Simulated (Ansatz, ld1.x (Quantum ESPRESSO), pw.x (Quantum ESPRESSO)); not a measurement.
Cd: does the TM potential hold in the solid?

ld1.x (Quantum ESPRESSO) 7.5 input, shortened:

```
&input
   title='Cd', zed=48., rel=1, dft='PBE', iswitch=3,
   config='[Kr] 4d10 4f-2 5s2 5p0'
 /
 &inputp
   pseudotype=2, tm=.true., lloc=1,
   nlcc=.true., rcore=1.45
 /
4
5S  1  0   2.00   0.00  1.90  1.90  0.0
4D  3  2  10.00   0.00  1.45  1.45  0.0
4F  4  3  -2.00  -0.20  3.30  3.30  0.0
5P  2  1   0.00   0.00  3.40  3.40  0.0
 &test
   configts(1)='4d10 5s2 5p0'
 /
```

Atomic tests: cutoffs needed: 80 Ry and 120 Ry (the cutoffs (Ry, on a coarse ladder) from which the occupation-weighted sum of valence levels, in a spherical-Bessel basis at the reference potential, stays within 10 and 1 mRy of its value at 400 Ry); ghost test: no extra level below or beside the all-electron valence levels (s, d, f, p tested) (spherical-Bessel basis up to 400 Ry, 20 bohr box); configuration tests: 1 of 7 tests not solved or not reliable.

Crystal test: fcc Cd in pw.x 7.5, no spin, 13³ k-points, Fermi–Dirac smearing 0.01 Ry, cutoffs 145/580 Ry. The reference is all-electron LAPW (Ansatz 0.2.0) with the same functional, mesh and smearing; V0 and B0 come from Birch–Murnaghan fits to the pressures at five volumes. Errors are pseudo minus all-electron; Δ is the rms difference of the E(V) curves that follow from these fits, minima aligned, over ±6 % about the mean V0. Mesh and smearing are coarse, so the numbers serve the comparison and aren't converged zero-temperature values; the lattice is a test structure that the element need not adopt.

```json
{"V (Å³/atom)": "21.763", "P all-electron (GPa)": "2.37", "P pseudo (GPa)": "2.88"}
{"V (Å³/atom)": "22.335", "P all-electron (GPa)": "1.04", "P pseudo (GPa)": "1.48"}
{"V (Å³/atom)": "22.908", "P all-electron (GPa)": "-0.07", "P pseudo (GPa)": "0.31"}
{"V (Å³/atom)": "23.481", "P all-electron (GPa)": "-1.01", "P pseudo (GPa)": "-0.68"}
{"V (Å³/atom)": "24.053", "P all-electron (GPa)": "-1.79", "P pseudo (GPa)": "-1.50"}
```

All-electron: a0 = 4.506 Å (V0 = 22.87 Å³/atom), B0 = 41.2 GPa.

Pseudopotential: mean pressure error (GPa): +0.39; a0 (Å): 4.519; a0 error (%): +0.30; B0 error (%): -0.2; Δ (meV/atom): 1.9. The largest radius (3.40 bohr) exceeds half the bond length (3.01 bohr), so the spheres overlap, which is one possible source of error among others. Atomic configuration tests: 1 of 7 tests not solved or not reliable. The logarithmic derivative shows an extra or strongly shifted pseudo pole above the reference energy (s near 0.80 Ry).

At the middle volume, how do free energy and pressure move when the wave cutoff is lowered (ecutrho kept at four times it)?

| cutoff (Ry) | shift of F (meV/atom) | shift of P (GPa) |
| --- | --- | --- |
| 65 | +633.0 | -32.02 |
| 87 | +23.0 | -0.29 |
| 116 | +11.4 | -0.27 |

The run at the middle volume (84 k-points, 6 iterations) took about 45 s on one core of a shared host (Neoverse-V2, 32 threads, 247 GiB, load 19).
